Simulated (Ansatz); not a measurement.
Input and command of a plane-wave DFT calculation in Ansatz:

```yaml
crystal:
  lattice:
    - [1.2224926179, 0.705806442, 17.6858494936]
    - [-1.2224926179, 0.705806442, 17.6858494936]
    - [0.0, -1.411612884, 17.6858494936]
  atoms:
    - { symbol: C, position: [0.2428185537, 0.2717975254, 0.2056333111] }
    - { symbol: C, position: [0.7630983387, 0.7692570058, 0.7472159431] }
    - { symbol: C, position: [0.0984405796, 0.0843615158, 0.0995386612] }
    - { symbol: C, position: [0.9105866085, 0.9361382835, 0.8799844456] }
    - { symbol: C, position: [0.032064024, 0.0267584686, 0.0341649151] }
    - { symbol: C, position: [0.9882453502, 0.9186011961, 0.994055273] }
    - { symbol: C, position: [0.3281981962, 0.3493382028, 0.4135292137] }
    - { symbol: C, position: [0.6365483492, 0.6437478019, 0.6258782372] }
basis:
  ecutwfc: 420
kpoints:
  mp_grid: { grid: [18, 18, 18] }
hamiltonian:
  xc: lda
scf:
  occupations: { method: gaussian, width: 0.15 }
output:
  forces: true
  stress: true
  eigenvalues: true
```

```bash
ansatz run input.yaml --threads 2 --pin off --max-ram 5120MiB --backend cpu --events-out ev --progress --plain --runs-dir out
```

Processor: Oxide Virtual Turin-like Processor (Zen 5), 2 threads, on a host shared with other jobs.

Q: How long does it run, and how much memory does it take?

A: About 2.7 min on 2 threads of Oxide Virtual Turin-like Processor (Zen 5), on a shared host, peak memory 4.8 GiB. It solves 24 bands at 2920 k points (the mesh reduced by symmetry) with about 1733 plane waves, in 7 SCF iterations.
